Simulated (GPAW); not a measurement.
# ZnSe (Stilleite) (F-43m) in GPAW: settings compared, part 2 of 2

GPAW 26.7.0. Earlier steps stand in the parts before.

### 3 Dielectric tensor, PBE

Contents of run.py:

```python
import numpy as np
import spglib
from ase import Atoms
from ase.dft.bandgap import bandgap
from ase.io import read, write
from gpaw import GPAW, PW
from gpaw.response.df import DielectricFunction

atoms = read('ZnSe.cif')
cell, positions, numbers = spglib.find_primitive(
    (atoms.cell[:], atoms.get_scaled_positions(), atoms.numbers), symprec=1e-4)
atoms = Atoms(numbers, cell=cell, scaled_positions=positions, pbc=True)

calc = GPAW(mode=PW(500),
            xc='PBE',
            kpts={'size': (7, 7, 7), 'gamma': True},
            occupations={'name': 'fermi-dirac', 'width': 0.001},
            nbands=18,
            convergence={'density': 1e-06},
            maxiter=150,
            txt='gpaw.txt')
atoms.calc = calc
energy = atoms.get_potential_energy()
calc.write('gs.gpw')
write('result.traj', atoms)
print(f'Energy: {energy:.6f} eV')
print('Fermi level:', round(calc.get_fermi_level(), 4), 'eV')
print(f'Gap: {bandgap(calc)[0]:.4f} eV, direct: {bandgap(calc, direct=True)[0]:.4f} eV')

for size in [(14, 14, 14), (20, 20, 20)]:
    name = 'x'.join(str(n) for n in size)
    dense = calc.fixed_density(kpts={'size': size, 'gamma': True},
                               nbands=31, convergence={'bands': 25},
                               update_fermi_level=True, txt=f'dense-{name}.txt')
    dense.write(f'{name}.gpw', mode='all')
    df = DielectricFunction(f'{name}.gpw', frequencies=np.array([0.0]), hilbert=False, eta=0.001,
                            ecut=80, nbands=25, intraband=False, txt=f'df-{name}.txt')
    for xc in ['RPA', 'LR0.1', 'ALDA']:
        for direction in ['x', 'y', 'z', [0, 1, 1], [1, 0, 1], [1, 1, 0]]:
            e0, e = df.get_macroscopic_dielectric_constant(xc=xc, direction=direction)
            print(f'{name} {xc} {direction}: {e0:.4f} without, {e:.4f} with local fields')
```

Contents of ZnSe.cif:

```cif
data_ZnSe
_cell_length_a 5.66760000
_cell_length_b 5.66760000
_cell_length_c 5.66760000
_cell_angle_alpha 90.00000000
_cell_angle_beta 90.00000000
_cell_angle_gamma 90.00000000
_space_group_name_H-M_alt 'F-43m'
_space_group_name_Hall 'F -4 2 3'
_space_group_IT_number 216
loop_
_space_group_symop_operation_xyz
'x,y,z'
'y,-x,-z'
'-x,-y,z'
'-y,x,-z'
'x,-y,-z'
'y,x,z'
'-x,y,-z'
'-y,-x,z'
'z,x,y'
'-z,y,-x'
'z,-x,-y'
'-z,-y,x'
'-z,x,-y'
'z,y,x'
'-z,-x,y'
'z,-y,-x'
'y,z,x'
'-x,-z,y'
'-y,z,-x'
'x,-z,-y'
'-y,-z,x'
'x,z,y'
'y,-z,-x'
'-x,z,-y'
'x,y+1/2,z+1/2'
'y,-x+1/2,-z+1/2'
'-x,-y+1/2,z+1/2'
'-y,x+1/2,-z+1/2'
'x,-y+1/2,-z+1/2'
'y,x+1/2,z+1/2'
'-x,y+1/2,-z+1/2'
'-y,-x+1/2,z+1/2'
'z,x+1/2,y+1/2'
'-z,y+1/2,-x+1/2'
'z,-x+1/2,-y+1/2'
'-z,-y+1/2,x+1/2'
'-z,x+1/2,-y+1/2'
'z,y+1/2,x+1/2'
'-z,-x+1/2,y+1/2'
'z,-y+1/2,-x+1/2'
'y,z+1/2,x+1/2'
'-x,-z+1/2,y+1/2'
'-y,z+1/2,-x+1/2'
'x,-z+1/2,-y+1/2'
'-y,-z+1/2,x+1/2'
'x,z+1/2,y+1/2'
'y,-z+1/2,-x+1/2'
'-x,z+1/2,-y+1/2'
'x+1/2,y,z+1/2'
'y+1/2,-x,-z+1/2'
'-x+1/2,-y,z+1/2'
'-y+1/2,x,-z+1/2'
'x+1/2,-y,-z+1/2'
'y+1/2,x,z+1/2'
'-x+1/2,y,-z+1/2'
'-y+1/2,-x,z+1/2'
'z+1/2,x,y+1/2'
'-z+1/2,y,-x+1/2'
'z+1/2,-x,-y+1/2'
'-z+1/2,-y,x+1/2'
'-z+1/2,x,-y+1/2'
'z+1/2,y,x+1/2'
'-z+1/2,-x,y+1/2'
'z+1/2,-y,-x+1/2'
'y+1/2,z,x+1/2'
'-x+1/2,-z,y+1/2'
'-y+1/2,z,-x+1/2'
'x+1/2,-z,-y+1/2'
'-y+1/2,-z,x+1/2'
'x+1/2,z,y+1/2'
'y+1/2,-z,-x+1/2'
'-x+1/2,z,-y+1/2'
'x+1/2,y+1/2,z'
'y+1/2,-x+1/2,-z'
'-x+1/2,-y+1/2,z'
'-y+1/2,x+1/2,-z'
'x+1/2,-y+1/2,-z'
'y+1/2,x+1/2,z'
'-x+1/2,y+1/2,-z'
'-y+1/2,-x+1/2,z'
'z+1/2,x+1/2,y'
'-z+1/2,y+1/2,-x'
'z+1/2,-x+1/2,-y'
'-z+1/2,-y+1/2,x'
'-z+1/2,x+1/2,-y'
'z+1/2,y+1/2,x'
'-z+1/2,-x+1/2,y'
'z+1/2,-y+1/2,-x'
'y+1/2,z+1/2,x'
'-x+1/2,-z+1/2,y'
'-y+1/2,z+1/2,-x'
'x+1/2,-z+1/2,-y'
'-y+1/2,-z+1/2,x'
'x+1/2,z+1/2,y'
'y+1/2,-z+1/2,-x'
'-x+1/2,z+1/2,-y'
loop_
_atom_site_label
_atom_site_type_symbol
_atom_site_symmetry_multiplicity
_atom_site_Wyckoff_symbol
_atom_site_fract_x
_atom_site_fract_y
_atom_site_fract_z
_atom_site_occupancy
Se1 Se 4 c 0.2500000000 0.2500000000 0.2500000000 1
Zn1 Zn 4 a 0.0000000000 0.0000000000 0.0000000000 1
```

Potentials or basis: GPAW PAW data sets (gpaw-data 1.2.1), pw.

On the command line:

```sh
$ OMP_NUM_THREADS=1 python run.py
```

gpaw.txt:

```text
__  _  _
 | _ |_)|_||  |
 |__||  | ||/\| - 26.7.0

Input parameters:
  mode=PW(ecut=500.0),
  convergence={'density': 1e-06},
  kpts=MonkhorstPack(size=(7, 7, 7), gamma=True),
  maxiter=150,
  nbands=18,
  occupations=Occupations(name='fermi-dirac', width=0.001),
  xc=XC(name='PBE')

Diagonalizing LCAO Hamiltonian
Converting LCAO to pw mode

           Se

       Zn

Atoms  # Å, Bohr magnetons
|   | symbol |        x |        y |        z |    initial magnetic moments |
|---|--------|----------|----------|----------|-----------------------------|
| 0 |     Se | 1.416900 | 1.416900 | 1.416900 | ( 0.0000,  0.0000,  0.0000) |
| 1 |     Zn | 0.000000 | 0.000000 | 0.000000 | ( 0.0000,  0.0000,  0.0000) |

Unit cell  # Å
| periodic |        x |        y |        z |  lengths |    angles |
|----------|----------|----------|----------|----------|-----------|
|      yes | 0.000000 | 2.833800 | 2.833800 | 4.007598 | 60.000000 |
|      yes | 2.833800 | 0.000000 | 2.833800 | 4.007598 | 60.000000 |
|      yes | 2.833800 | 2.833800 | 0.000000 | 4.007598 | 60.000000 |

Number of symmetries: 24
Symmetry operations  # r_c * U_cc + t_c -> r_c
|    | kind |            matrix            |
|----|------|------------------------------|
|  0 |  E   |  1, 0, 0,  0, 1, 0,  0, 0, 1 |
|  1 |  σ   |  1, 0, 0,  0, 0, 1,  0, 1, 0 |
|  2 |  σ   |  1, 0,-1,  0, 1,-1,  0, 0,-1 |
|  3 |  C3  |  1, 0,-1,  0, 0,-1,  0, 1,-1 |
|  4 |  C3  |  1,-1, 0,  0,-1, 1,  0,-1, 0 |
|  5 |  σ   |  1,-1, 0,  0,-1, 0,  0,-1, 1 |
|  6 |  σ   |  0, 1, 0,  1, 0, 0,  0, 0, 1 |
|  7 |  C3  |  0, 1, 0,  0, 0, 1,  1, 0, 0 |
|  8 |  C2  |  0, 1,-1,  1, 0,-1,  0, 0,-1 |
|  9 |  S4  |  0, 1,-1,  0, 0,-1,  1, 0,-1 |
| 10 |  C3  |  0, 0, 1,  1, 0, 0,  0, 1, 0 |
| 11 |  σ   |  0, 0, 1,  0, 1, 0,  1, 0, 0 |
| 12 |  S4  |  0, 0,-1,  1, 0,-1,  0, 1,-1 |
| 13 |  C3  |  0, 0,-1,  0, 1,-1,  1, 0,-1 |
| 14 |  S4  |  0,-1, 1,  1,-1, 0,  0,-1, 0 |
| 15 |  C2  |  0,-1, 1,  0,-1, 0,  1,-1, 0 |
| 16 |  C3  |  0,-1, 0,  1,-1, 0,  0,-1, 1 |
| 17 |  S4  |  0,-1, 0,  0,-1, 1,  1,-1, 0 |
| 18 |  S4  | -1, 1, 0, -1, 0, 1, -1, 0, 0 |
| 19 |  C3  | -1, 1, 0, -1, 0, 0, -1, 0, 1 |
| 20 |  C3  | -1, 0, 1, -1, 1, 0, -1, 0, 0 |
| 21 |  S4  | -1, 0, 1, -1, 0, 0, -1, 1, 0 |
| 22 |  σ   | -1, 0, 0, -1, 1, 0, -1, 0, 1 |
| 23 |  C2  | -1, 0, 0, -1, 0, 1, -1, 1, 0 |

BZ-sampling:
  Number of BZ points: 343
  Number of IBZ points: 20

  Monkhorst-Pack size: [7, 7, 7]
  Monkhorst-Pack shift: [0, 0, 0]
[... 51 lines left out ...]
    |------|--------|-------------|----------|
    |   4s |  2.000 |     -17.277 |    0.847 |
    |   4p |  4.000 |      -6.512 |    1.005 |
    |    s |        |       9.935 |    0.847 |
    |    p |        |      20.699 |    1.005 |
    |    d |        |       0.000 |    0.847 |

    Using partial waves for Se as LCAO basis

  Zn:
    name:    Zinc
    Z:       30.0
    valence: 12
    core:    18
    charge:  0.0  # [|e|]
    compensation charges:
      type: gauss
      rc: 0.37  # [Å]
      lmax: 2
    cutoffs:
      filter: 2.14  # [Å]
      core: 2.28  # [Å]
    projectors
    | kind |    occ | energy [eV] | rcut [Å] |
    |------|--------|-------------|----------|
    |   4s |  2.000 |      -5.977 |    1.286 |
    |   4p |  0.000 |      -1.117 |    1.270 |
    |   3d | 10.000 |     -10.142 |    1.180 |
    |    s |        |      21.234 |    1.286 |
    |    p |        |      26.095 |    1.270 |
    |    d |        |      17.070 |    1.180 |

    Using partial waves for Zn as LCAO basis

Reference energy: -114964.858784  # eV

eigensolver:
  PPCG
  Converge bands: occupied
  niter=2

density mixing:
  MSR1-Mixer
  Pratt-step length: 0.05
  Maximum mixing coefficient: 0.75
  Old densities: 10
  SVD Regularization: 0.005
  Good broyden scale: 1.0
  Trust region scale: 1.0
  Backstep threshold: 4.0
  History deletion threshold: 6.0
  Fourier metric: weight=20.0, sigma=0.015

occupation numbers:
  Fermi-Dirac:
    width: 0.0010  # eV

poisson solver:
  ecut: 4000.0  # eV

xc functional:
  name: PBE with 2 nearest neighbor stencil

convergence criteria:
- Maximum integral of absolute [dens]ity change: 1e-06 electrons / valence electron
- Maximum [total energy] change in last 3 cyles: 0.0005 eV / valence electron
- Maximum integral of absolute [eigenst]ate change: 4e-08 eV^2 / valence electron
maximum number of iterations: 150

SCF iterations
|iter     | |      energy | eigst |  dens |
|---------|-|-------------|-------|-------|
|iter:   1| |   -6.334099 | -0.31 |       |
|iter:   2| |   -6.276389 | -2.25 | -1.24 |
|iter:   3| |   -6.093828 | -1.66 | -1.28 |
|iter:   4| |   -6.093547 | -2.68 | -1.83 |
|iter:   5| |   -6.094561c| -3.84 | -2.31 |
|iter:   6| |   -6.094523c| -4.33 | -2.95 |
|iter:   7| |   -6.094543c| -5.39 | -3.53 |
|iter:   8| |   -6.094547c| -6.19 | -3.93 |
|iter:   9| |   -6.094547c| -8.28c| -5.05 |
|iter:  10| |   -6.094547c| -7.97c| -5.49 |
|iter:  11| |   -6.094547c| -9.14c| -6.37c|

Converged in 11 steps
Energy contributions relative to reference atoms: (reference = -114964.858784)

Energy contributions:
  Kinetic:          13.077494
  Coulomb:         -11.112587
  Zero:             -0.049977
  External:          0.000000
  Xc:               -8.009477
  Entropy:          -0.000000
  Spinorbit:         0.000000
  ----------------------------
  Free energy:      -6.094547
  Extrapolated:     -6.094547

dipole moment: (-14.399281, -14.399281, -14.399281)  # |e|*Ang

Fermi level: 4.355
Eigenvalues  # (at kpt = [0.000, 0.000, 0.000])
| band index |      eig [eV] | occ [0-2] |
|------------|---------------|-----------|
|          0 |        -9.373 |     2.000 |
|          1 |        -2.643 |     2.000 |
|          2 |        -2.643 |     2.000 |
|          3 |        -2.643 |     2.000 |
|          4 |        -2.278 |     2.000 |
|          5 |        -2.278 |     2.000 |
[... 10 lines left out ...]
|         16 |        16.945 |     0.000 |
|         17 |        16.945 |     0.000 |

Gap: 1.298 eV
Transition (v -> c):
  (s=0, k=0, n=8, [0.00, 0.00, 0.00]) -> (s=0, k=0, n=9, [0.00, 0.00, 0.00])
No difference between direct/indirect transitions
# Writing to gs.gpw (mode='')
```

Wall time 5.3 min (1 thread of Arm Neoverse V1, shared host); peak memory 1 GiB.

Results:

* Free energy: -6.0945 eV
* Band gap on the k mesh: 1.30 eV, direct
* Electronic dielectric tensor (diagonal): 6.75

Electronic dielectric tensor:
```
6.75 0.00 0.00
0.00 6.75 0.00
0.00 0.00 6.75
```

Caveat: the long-wavelength limit can be off by several per cent where d states take part.

### 4 One-shot levels on a semilocal density, r2SCAN

Contents of run.py:

```python
import numpy as np
import spglib
from ase import Atoms
from ase.dft.bandgap import bandgap
from ase.io import read, write
from ase.units import Ha
from gpaw import GPAW, PW
from gpaw.hybrids.energy import non_self_consistent_energy
from gpaw.new.pw.nschse import non_self_consistent_matrix_elements

atoms = read('ZnSe.cif')
cell, positions, numbers = spglib.find_primitive(
    (atoms.cell[:], atoms.get_scaled_positions(), atoms.numbers), symprec=1e-4)
atoms = Atoms(numbers, cell=cell, scaled_positions=positions, pbc=True)

calc = GPAW(mode=PW(500),
            xc='MGGA_X_R2SCAN+MGGA_C_R2SCAN',
            kpts={'size': (5, 5, 5), 'gamma': True},
            occupations={'name': 'fermi-dirac', 'width': 0.001},
            nbands=18,
            convergence={'density': 1e-06, 'bands': 16},
            maxiter=150,
            txt='gpaw.txt')
atoms.calc = calc
energy = atoms.get_potential_energy()
calc.write('gs.gpw')
write('result.traj', atoms)
print(f'Energy: {energy:.6f} eV')
print('Fermi level:', round(calc.get_fermi_level(), 4), 'eV')
print(f'Gap: {bandgap(calc)[0]:.4f} eV, direct: {bandgap(calc, direct=True)[0]:.4f} eV')

calc.write('wfs.gpw', mode='all')
eps = calc.eigenvalues()
free = calc.get_potential_energy(force_consistent=True)
semilocal_x = free + calc.get_xc_difference('MGGA_X_R2SCAN')  # without correlation
exact_x = non_self_consistent_energy(calc, 'EXX').sum()
h_x = non_self_consistent_matrix_elements(GPAW('wfs.gpw').dft, 'MGGA_X_R2SCAN')
h_exx = non_self_consistent_matrix_elements(GPAW('wfs.gpw').dft, 'EXX')
shift = np.einsum('sknn->skn', h_exx - h_x).real * Ha
np.savetxt('shift.dat', shift[..., :16].reshape((-1, 16)), fmt='%.4f')
occupied = eps < calc.get_fermi_level()
for name, a in {'r2SCAN0': 0.25, 'r2SCANh': 0.1, 'r2SCAN50': 0.5, 'r2SCAN-EpsX': 0.148}.items():
    levels = (eps + a * shift)[..., :16]
    gap = levels[~occupied[..., :16]].min() - levels[occupied[..., :16]].max()
    print(f'{name}: share {a}, energy {free + a * (exact_x - semilocal_x):.6f} eV, gap {gap:.4f} eV')
```

ZnSe.cif is that of step 3.

Potentials or basis: GPAW PAW data sets (gpaw-data 1.2.1), pw.

On the command line:

```sh
$ OMP_NUM_THREADS=1 python run.py
```

gpaw.txt:

```text
__  _  _
 | _ |_)|_||  |
 |__||  | ||/\| - 26.7.0

Input parameters:
  mode=PW(ecut=500.0),
  convergence={'density': 1e-06, 'bands': 16},
  kpts=MonkhorstPack(size=(5, 5, 5), gamma=True),
  maxiter=150,
  nbands=18,
  occupations=Occupations(name='fermi-dirac', width=0.001),
  xc=XC(name='MGGA_X_R2SCAN+MGGA_C_R2SCAN')

Diagonalizing LCAO Hamiltonian
Converting LCAO to pw mode

           Se

       Zn

Atoms  # Å, Bohr magnetons
|   | symbol |        x |        y |        z |    initial magnetic moments |
|---|--------|----------|----------|----------|-----------------------------|
| 0 |     Se | 1.416900 | 1.416900 | 1.416900 | ( 0.0000,  0.0000,  0.0000) |
| 1 |     Zn | 0.000000 | 0.000000 | 0.000000 | ( 0.0000,  0.0000,  0.0000) |

Unit cell  # Å
[... 162 lines left out ...]
|iter:   1| |  -23.971070 | +2.01 |       |
|iter:   2| |  -22.211250 | +0.25 | -1.29 |
|iter:   3| |-7458926088.723845 | +9.66 | -1.25 |
|iter:   4| |  -10.533533 | +2.40 | +3.85 |
|iter:   5| |  -22.078031 | +0.91 | -0.66 |
|iter:   6| |  -22.158259 | -0.87 | -2.10 |
|iter:   7| |  -22.157433 | -2.35 | -2.08 |
|iter:   8| |  -22.157189c| -3.39 | -2.64 |
|iter:   9| |  -22.157112c| -4.08 | -2.80 |
|iter:  10| |  -22.157112c| -5.44 | -3.64 |
|iter:  11| |  -22.157115c| -5.06 | -3.96 |
|iter:  12| |  -22.157113c| -6.51 | -3.83 |
|iter:  13| |  -22.157113c| -7.55c| -4.71 |
|iter:  14| |  -22.157113c| -7.87c| -5.45 |
|iter:  15| |  -22.157113c| -9.09c| -6.03c|

Converged in 15 steps
Energy contributions relative to reference atoms: (reference = -114964.858784)

Energy contributions:
  Kinetic:          23.801566
  Coulomb:         -20.444125
  Zero:             -0.137467
  External:          0.000000
  Xc:              -25.377087
  Entropy:          -0.000000
  Spinorbit:         0.000000
  ----------------------------
  Free energy:     -22.157113
  Extrapolated:    -22.157113

dipole moment: (-14.217083, -14.217083, -14.217083)  # |e|*Ang

Fermi level: 5.076
Eigenvalues  # (at kpt = [0.000, 0.000, 0.000])
| band index |      eig [eV] | occ [0-2] |
|------------|---------------|-----------|
|          0 |       -10.139 |     2.000 |
|          1 |        -3.085 |     2.000 |
|          2 |        -3.085 |     2.000 |
|          3 |        -3.085 |     2.000 |
|          4 |        -2.674 |     2.000 |
|          5 |        -2.674 |     2.000 |
[... 10 lines left out ...]
|         16 |        17.373 |     0.000 |
|         17 |        17.373 |     0.000 |

Gap: 1.868 eV
Transition (v -> c):
  (s=0, k=0, n=8, [0.00, 0.00, 0.00]) -> (s=0, k=0, n=9, [0.00, 0.00, 0.00])
No difference between direct/indirect transitions
# Writing to gs.gpw (mode='')

# Writing to wfs.gpw (mode='all')
```

Wall time 4.2 min (1 thread of Arm Neoverse V1, shared host); peak memory 0.56 GiB.

What came out:

* Free energy: -22.1571 eV
* Band gap on the k mesh: 1.87 eV, direct

Levels at points of the mesh, in eV from the valence-band top:
```tsv
k point	band 6	band 7	band 8	band 9	band 10	band 11	band 12	band 13
(0.00, 0.00, 0.00)	-6.25	0.00	0.00	0.00	1.87	6.31	6.31	6.31
```

Band gaps from one-shot exact exchange on these states (eV): r2scan0 3.40, r2scanh 2.48, r2scan50 4.93, r2scan_epsx 2.78

Caveat: the k mesh is coarse; energy and the plain gap are those of the semilocal run; the hybrids' values are one shot on its orbitals and mesh.

### 5 Overview

```csv
task,level,potentials or basis,k mesh,cutoff (eV),smearing,k mesh for the Wannier functions,dis froz max,extra bands,num iter,band path,gap on the mesh (eV)
wannier90,PBEsol,"PAW data sets generated in the run's folder for this functional, pw",8 × 8 × 8,600,fermi-dirac 0.05 eV,5 × 5 × 5,1,8,0,"GXWKGLUWLK,UX",1.18
dielectric tensor,PBE,"GPAW PAW data sets (gpaw-data 1.2.1), pw",7 × 7 × 7,500,fermi-dirac 0.001 eV,-,-,-,-,-,1.30
one-shot levels on a semilocal density,r2SCAN,"GPAW PAW data sets (gpaw-data 1.2.1), pw",5 × 5 × 5,500,fermi-dirac 0.001 eV,-,-,-,-,-,1.87
```

Alike in all rows: no spin polarisation; cell as given.

Caveats: the long-wavelength limit can be off by several per cent where d states take part (some runs); energy and the plain gap are those of the semilocal run (some runs); the hybrids' values are one shot on its orbitals and mesh (some runs).

Total energies depend on the potentials used, so only differences within one code and one set of settings carry meaning.

### 6 Comparison with measurements

Step 2. Against the measured gap of ZnSe, 2.695 eV (an exciton energy, a little under the gap; 300 K; “Alloy Disordering Effects on the Thermal Conductivity and Energy Gap Temperature Dependence of Cd1−xZnxSe Ternary Crystals Grown by the Bridgman Method”, 2023, pmc:10253836), the calculated 1.18 eV is off by -1.52 eV. So large a miss can be the level of theory's own, or it may mean another phase, state or a wrong row. Spin-orbit coupling on Se is left out. The value is that of PBEsol, without temperature or zero-point motion. Semilocal functionals fall short of measured gaps as a rule.

Step 3. The gap isn't set beside the deposited one, since this odd mesh misses points on the zone boundary. Measured high-frequency dielectric constant of ZnSe: 5.9 (a printed reference work, textbook). This calculation gives 6.75 (+14.4 %).

Step 4. A measured gap of ZnSe is 2.695 eV (an exciton energy, a little under the gap; 300 K; “Alloy Disordering Effects on the Thermal Conductivity and Energy Gap Temperature Dependence of Cd1−xZnxSe Ternary Crystals Grown by the Bridgman Method”, 2023, pmc:10253836); the calculated 1.87 eV misses it by -0.83 eV. Spin-orbit coupling on Se is left out. The value is that of r2SCAN, without temperature or zero-point motion.
